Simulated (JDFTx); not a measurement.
The system is Si2Mo.

```
Mo Si
1.0
    -1.60000    1.60000    3.93050
     1.60000   -1.60000    3.93050
     1.60000    1.60000   -3.93050
Mo Si
1 2
Cartesian
  0.0000 0.0000 0.0000
  0.0000 0.0000 5.2433
  0.0000 0.0000 2.6177
```

```yaml
Program: JDFTx 1.7.0 (patched build)
Task: relaxation of cell and atoms
Functional: PBE
Dispersion: D3
Potentials_or_basis: PseudoDojo-SR-PBE-0.5-standard with smoothed tails
Cutoff: 1088 eV
Density_cutoff: 8708 eV
k_mesh: 8 × 8 × 8
Occupations: fermi-dirac, width 0.05 eV
Spin: no spin polarisation
```

At the start: pressure -2.9 GPa; volume 13.42 Å³/atom.

Question: How do energy, volume and symmetry change on relaxing?

Answer: Over 6 steps the energy falls by 3.0 meV/atom and the volume is 13.26 Å³/atom (-1.2 %); space group I4/mmm (No. 139, to 0.05 Å).

The path:
| step | energy change (eV) | largest force (eV/Å) | pressure (GPa) | volume (Å³) |
| --- | --- | --- | --- | --- |
| 1 | 0.0000 | 0.2970 | -2.90 | 40.25 |
| 2 | -0.0030 | 0.2361 | -2.45 | 40.17 |
| 3 | -0.0088 | 0.0396 | -0.65 | 39.87 |
| 4 | -0.0091 | 0.0081 | -0.18 | 39.79 |
| 5 | -0.0091 | 0.0019 | -0.05 | 39.77 |
| 6 | -0.0091 | 0.0004 | -0.01 | 39.77 |

Final structure:
```yaml
crystal:
  lattice:
    - [-1.59518, 1.59518, 3.90690]
    - [1.59518, -1.59518, 3.90690]
    - [1.59518, 1.59518, -3.90690]
  atoms:
    - { symbol: Mo, position: [0.00000, 0.00000, 0.00000] }
    - { symbol: Si, position: [0.66523, 0.66523, 0.00000] }
    - { symbol: Si, position: [0.33477, 0.33477, 0.00000] }
```

Caveat: the k mesh is coarse; pairwise dispersion overbinds metals, which lowers pressure and volume.
